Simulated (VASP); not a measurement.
Set up this calculation in VASP 6.6.1, as the native input.

* Task: band structure
* Functional: r2SCAN
* Potentials or basis: VASP PAW PBE potentials, release 64 (Sr_sv, O)
* Cutoff: 520 eV
* k mesh: 10 × 10 × 10
* Occupations: gaussian, width 0.02 eV
* Spin: no spin polarisation
* Further INCAR settings: ALGO = Normal; EDIFF = 1e-07; NBANDS = 15

The structure of SrO lies in POSCAR:

```
SrO                                     
1.0
    0.0000000000      2.5840201519      2.5840201519
    2.5840201519      0.0000000000      2.5840201519
    2.5840201519      2.5840201519      0.0000000000
  Sr              O             
     1     1
Direct
     0.0000000000000000    0.0000000000000000    0.0000000000000000
     0.5000000000000000    0.5000000000000000    0.5000000000000000
```

The cell was built by a generator and needn't be a form met in nature.

The input as run:

INCAR

```
SYSTEM = SrO
PREC     = Accurate       ! precision mode
ENCUT    = 520            ! plane-wave cutoff, eV
EDIFF    = 1E-7           ! SCF threshold, eV
ISMEAR   = 0              ! smearing method
SIGMA    = 0.02           ! smearing width, eV
LREAL    = .FALSE.        ! projectors in reciprocal space
LASPH    = .TRUE.         ! aspherical terms in the spheres
NELM     = 80             ! most SCF steps
ALGO     = Normal         ! electronic algorithm
ISIF     = 2              ! what is computed and relaxed
LWAVE    = .FALSE.        ! write WAVECAR
LCHARG   = .FALSE.        ! write CHGCAR
METAGGA  = R2SCAN         ! meta-GGA
LMIXTAU  = .TRUE.       
NBANDS   = 15             ! bands
```

KPOINTS

```
Automatic mesh
0
G
  10 10 10
  0 0 0
```

KPOINTS_OPT

```
path GXWKGLUWLK,UX
20
line-mode
reciprocal
 0.0000000000  0.0000000000  0.0000000000  G
 0.5000000000  0.0000000000  0.5000000000  X

 0.5000000000  0.0000000000  0.5000000000  X
 0.5000000000  0.2500000000  0.7500000000  W

 0.5000000000  0.2500000000  0.7500000000  W
 0.3750000000  0.3750000000  0.7500000000  K

 0.3750000000  0.3750000000  0.7500000000  K
 0.0000000000  0.0000000000  0.0000000000  G

 0.0000000000  0.0000000000  0.0000000000  G
 0.5000000000  0.5000000000  0.5000000000  L

 0.5000000000  0.5000000000  0.5000000000  L
 0.6250000000  0.2500000000  0.6250000000  U

 0.6250000000  0.2500000000  0.6250000000  U
 0.5000000000  0.2500000000  0.7500000000  W

 0.5000000000  0.2500000000  0.7500000000  W
 0.5000000000  0.5000000000  0.5000000000  L

 0.5000000000  0.5000000000  0.5000000000  L
 0.3750000000  0.3750000000  0.7500000000  K

 0.6250000000  0.2500000000  0.6250000000  U
 0.5000000000  0.0000000000  0.5000000000  X
```

Potentials or basis: VASP PAW PBE potentials, release 64 (Sr_sv, O).

Launch:

```sh
$ cat potpaw_PBE.64/Sr_sv/POTCAR potpaw_PBE.64/O/POTCAR > POTCAR
$ mpirun -np 1 vasp_std > vasp.out
```

It gave:

```json
{"Pressure": "0.1 GPa", "Band gap on the k mesh": "3.75 eV, indirect (least direct gap 3.85 eV)", "Band gap along the path": "3.75 eV, indirect (least direct gap 3.85 eV)"}
```

Caveat: the PAW data sets were made with another functional, which shifts forces and pressure a little.

Run time: 3.6 min on 1 thread of Intel(R) Xeon(R) Platinum 8488C (Sapphire Rapids) (shared host), peak memory 0.19 GiB.
